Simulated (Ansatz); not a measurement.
## Migration: an O vacancy in rutile TiO2, 71 atoms, charge 0

Method: DFT, PBEsol, PAW, plane waves in Ansatz 0.2.0.

Command:

```sh
ansatz run in.yaml --threads 8 --pin off --max-ram 118750MiB --runs-dir r --events-out ev --progress --plain --backend cuda --devices 0, --max-vram 170GiB
```

The input less its lattice and atoms:

```yaml
crystal:
  symmetry: { detect: false }
kpoints:
  mp_grid: { grid: [1, 1, 1], shift: [0.25, 0.25, 0.25] }
hamiltonian:
  xc: pbesol
scf:
  occupations: { method: fermi_dirac, width: 0.01 }
neb:
  images: 5
  f_tol: 0.06
  max_iterations: 90
  relax_end_points: true
```

First end, relaxed:

```xyz
71
Lattice="9.1828 0.0000 0.0000 0.0000 9.1828 0.0000 0.0000 0.0000 8.8166" Properties=species:S:1:pos:R:3 pbc="T T T"
Ti    9.0996    0.0855    8.8162
Ti    0.0353    9.0758    2.9033
Ti    0.1039    9.1446    5.9124
Ti    9.1812    4.5865    8.8139
Ti    9.1665    4.5948    2.9373
Ti    9.1823    4.6106    5.8708
Ti    4.5986    0.0044    0.0045
Ti    4.5732    0.0020    2.9474
Ti    4.5888    0.0164    5.8811
Ti    4.6923    4.4886    8.8160
Ti    4.4214    4.7469    2.7562
Ti    4.4352    4.7612    6.0594
Ti    2.2669    2.2715    1.4721
Ti    2.2921    2.3127    4.3952
Ti    2.3192    2.3261    7.3506
Ti    2.2339    6.9310    1.4533
Ti    2.3197    6.8626    4.4081
Ti    2.2537    6.9509    7.3637
Ti    6.8701    2.2937    1.4856
Ti    7.0909    2.0918    4.4079
Ti    6.8907    2.3145    7.3298
Ti    6.8560    6.8631    1.4662
Ti    6.8678    6.8884    4.4232
Ti    6.9124    6.9166    7.3477
O     1.3956    1.4016    8.8026
O     1.4252    1.3791    2.9404
O     1.4269    1.3764    5.8874
O     1.3713    6.0102    8.8146
O     1.4178    5.9752    2.9335
O     1.4242    5.9711    5.8794
O     5.9731    1.4321    8.8124
O     5.9564    1.4532    2.9937
O     5.9575    1.4550    5.8269
O     6.0120    5.9587    8.8142
O     5.9778    5.9275    2.9593
O     5.9784    5.9432    5.8563
O     3.2245    3.1714    0.0012
O     3.2393    3.2042    2.9596
O     3.2544    3.2053    5.8565
O     3.1730    7.8122    0.0010
O     3.2114    7.7593    2.9363
O     3.2075    7.7656    5.8823
O     7.7509    3.2101    0.0035
O     7.7278    3.2257    2.9888
O     7.7298    3.2266    5.8218
O     7.7812    7.7873    0.0137
O     7.8060    7.7560    2.9287
O     7.8040    7.7580    5.8747
O     0.8970    3.6751    1.4720
O     0.9001    3.6700    4.4115
O     0.9031    3.6811    7.3403
O     0.9029    8.3047    1.4399
O     0.9349    8.2480    4.4078
O     0.8778    8.2796    7.3757
O     5.4593    3.6927    1.5309
O     5.4902    3.7237    7.2844
O     5.5016    8.2796    1.4752
O     5.5127    8.2823    4.4035
O     5.5083    8.2862    7.3428
O     3.7038    0.8925    1.4724
O     3.6838    0.8696    4.4112
O     3.7032    0.8904    7.3430
O     3.6487    5.5158    1.3653
O     3.7670    5.4161    4.4077
O     3.6675    5.5345    7.4505
O     8.2736    0.9226    1.5090
O     8.3448    0.8392    4.4076
O     8.2601    0.9092    7.3068
O     8.2929    5.4800    1.4726
O     8.3136    5.4994    4.4043
O     8.2908    5.4795    7.3428
```

The last end differs by the jump below and was relaxed too.

Atom 33 (O) jumps. The converged band:

```csv
image,path length (Å),energy (eV),x of the mover (Å),y (Å),z (Å)
0,0.00,0.000,5.957,1.455,5.827
1,0.55,0.256,5.844,1.753,5.730
2,1.10,0.872,5.769,2.181,5.597
3,1.64,1.186,5.677,2.606,5.421
4,2.23,0.857,5.566,2.977,5.094
5,2.83,0.297,5.523,3.339,4.729
6,3.42,-0.009,5.508,3.649,4.426
```

Highest image (3):

```xyz
71
Lattice="9.1828 0.0000 0.0000 0.0000 9.1828 0.0000 0.0000 0.0000 8.8166" Properties=species:S:1:pos:R:3 pbc="T T T"
Ti    9.0376    0.0809    8.7997
Ti    9.1510    9.1402    2.9235
Ti    0.0350    9.1008    5.9054
Ti    0.0574    4.6251    0.0099
Ti    0.0244    4.6165    2.9289
Ti    0.0418    4.5822    5.8714
Ti    4.6690    0.0420    8.7717
Ti    4.6392    0.0255    2.9239
Ti    4.4087    9.0309    5.8465
Ti    4.5175    4.6131    8.7868
Ti    4.4308    4.7143    2.7865
Ti    4.5975    4.4276    5.9772
Ti    2.2920    2.2542    1.4836
Ti    2.2847    2.2673    4.4094
Ti    2.2632    2.2706    7.3665
Ti    2.3017    7.1039    1.4617
Ti    2.2404    6.8004    4.3661
Ti    2.2257    6.8698    7.3916
Ti    6.7821    2.3378    1.4387
Ti    7.0828    2.2610    4.3257
Ti    6.9777    2.4816    7.3400
Ti    6.8783    6.8624    1.4701
Ti    6.8783    6.8450    4.4300
Ti    6.8849    6.8481    7.3453
O     1.3597    1.3952    8.8068
O     1.3792    1.3813    2.9481
O     1.3662    1.3780    5.8817
O     1.4308    6.0095    0.0333
O     1.4343    5.9980    2.8916
O     1.4388    5.9649    5.8773
O     6.0106    1.4418    8.7627
O     5.9906    1.4471    2.9288
O     5.6768    2.6063    5.4210
O     5.9381    6.0403    0.0041
O     5.9740    5.9453    2.9579
O     6.0121    5.8846    5.8534
O     3.1839    3.1834    0.0122
O     3.2284    3.1707    2.9476
O     3.1525    3.1800    5.8843
O     3.2353    7.7816    8.7636
O     3.2389    7.7638    2.9859
O     3.1914    7.7280    5.8615
O     7.8234    3.2026    8.8136
O     7.7124    3.2990    2.9313
O     8.0117    3.1257    5.8849
O     7.7684    7.7849    8.8093
O     7.7803    7.7692    2.9358
O     7.7934    7.7309    5.8806
O     0.9019    3.6913    1.4826
O     0.9276    3.7067    4.3635
O     0.9515    3.7278    7.3764
O     0.8843    8.3188    1.4402
O     0.9197    8.2319    4.3964
O     0.8873    8.2632    7.3796
O     5.4456    3.7182    1.4954
O     5.5926    3.7755    7.5463
O     5.5040    8.3044    1.4630
O     5.5428    8.3535    4.4430
O     5.5355    8.3479    7.2768
O     3.6832    0.8773    1.4512
O     3.6882    0.8841    4.4062
O     3.7269    0.9202    7.3097
O     3.6336    5.5585    1.4586
O     3.8122    5.3316    4.4533
O     3.6822    5.4344    7.2812
O     8.2510    0.9318    1.5012
O     8.2263    0.8188    4.4409
O     8.1751    0.8772    7.2735
O     8.2969    5.5111    1.4548
O     8.3177    5.5005    4.4159
O     8.2968    5.4813    7.3481
```

**Question.** What are the barriers forward and back?

**Answer.** 1.186 eV forward and 1.194 eV back, at the single k point (¼, ¼, ¼) without its symmetry partners. The one k point singles out an axis, so the ends can be distorted along it and jumps that symmetry makes equal can differ. A level is partly filled at the highest image, and the barrier includes the smearing. The highest image climbed; that it is a first-order saddle isn't proved.

Time: 45 s of wall time on one NVIDIA GB200 with 8 processor threads, on a host shared with other runs; peak host memory 2.3 GiB.

The oxygen hops into the neighbouring vacancy over a single, nearly symmetric hill, with barriers of 1.186 eV forward and 1.194 eV back. The near-equal end energies fit a vacancy moving between equivalent oxygen sites of rutile.

The main cost is probably the loss of Ti–O bonding along the way. At the start the mover sits in the usual threefold titanium environment. At the highest image it keeps one short bond, to the titanium shared by the two sites, while its contacts to one titanium it is leaving and one it is approaching are clearly stretched. The shared titanium thus acts as a pivot, and the shortening of its bond suggests partial compensation for the weakened ones. Repulsion from nearby oxygen ions and the strain of the surrounding lattice probably add to the barrier, though the total energies don't separate these terms.

The result describes one hop along an octahedron edge; long-range diffusion and its anisotropy also depend on the inequivalent oxygen jumps in rutile, which aren't computed here.
